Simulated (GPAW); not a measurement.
Equation of state of KTaO3 under BEEF-vdW

```yaml
crystal:
  lattice:
    - [3.98830, 0.00000, 0.00000]
    - [0.00000, 3.98830, 0.00000]
    - [0.00000, 0.00000, 3.98830]
  atoms:
    - { symbol: Ta, position: [0.00000, 0.00000, 0.00000] }
    - { symbol: K, position: [0.50000, 0.50000, 0.50000] }
    - { symbol: O, position: [0.00000, 0.00000, 0.50000] }
    - { symbol: O, position: [0.00000, 0.50000, 0.00000] }
    - { symbol: O, position: [0.50000, 0.00000, 0.00000] }
```

The cell was scaled at fixed shape and fractions and run with GPAW, GPAW PAW data sets (gpaw-data 1.2.1), cutoff 800 eV; BEEF-vdW, k mesh 6 × 6 × 6 on the cell of 5 atoms, fermi-dirac occupations of 0.05 eV, no spin polarisation, no spin-orbit coupling. The potentials were made for PBE. Energies are those that the program minimises, any entropy of the smearing included.

```csv
V (Å³/atom),energy over the lowest row (meV/atom)
11.9267,88.22
12.1805,?
12.4342,30.49
12.6880,13.61
12.9418,3.65
13.1955,0.00
13.4493,2.01
```

Problem. Fit the third-order Birch-Murnaghan form, give V0, B0 and B′, and predict the energy left open.

Solution. With y = (V0/V)^(2/3), E = E0 + (9 V0 B0/16) [(y - 1)³ B′ + (y - 1)² (6 - 4y)]. Least squares through the rows shown give V0 = 13.2284 Å³/atom, E0 = -0.05 meV, B0 = 184.2 GPa (1 eV/Å³ = 160.218 GPa) and B′ = 4.27, with a largest miss of 0.04 meV. At V = 12.1805 the form with these constants gives 55.11 meV; the run gave 55.10 meV an atom. Measured volume: 12.69 Å³/atom (a printed reference work), so the fit lies +4.2 % from it. The runs are for a static lattice.
